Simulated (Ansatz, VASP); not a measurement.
# GaAs: VASP beside Ansatz

```
Ga As
1.0
     0.00000    2.82685    2.82685
     2.82685    0.00000    2.82685
     2.82685    2.82685    0.00000
Ga As
1 1
Direct
  0.00000 0.00000 0.00000
  0.25000 0.25000 0.25000
```

Alike in both runs: task relaxation of cell and atoms; functional PBE; dispersion D4; k mesh 8 × 8 × 8; no spin polarisation.

```csv
,VASP,Ansatz
version,VASP 6.6.1,Ansatz 0.2.0
potentials or method,"VASP PAW PBE potentials, release 64 (Ga_d, As)","plane waves, PAW"
plane-wave cutoff (eV),600,476
occupations,"gaussian, width 0.01 eV",fixed
valence electrons in the cell,18,28
```

|  | VASP | Ansatz | Ansatz less VASP |
| --- | --- | --- | --- |
| relaxed volume (Å³/atom) | 22.73 | 22.66 | -0.068 |
| relaxed cell length with the largest relative difference (Å) | 4.006 | 4.002 | -0.0040 |

The two sets of potentials don't hold the same shells in valence.

Zero-point motion and thermal expansion aren't in these numbers.
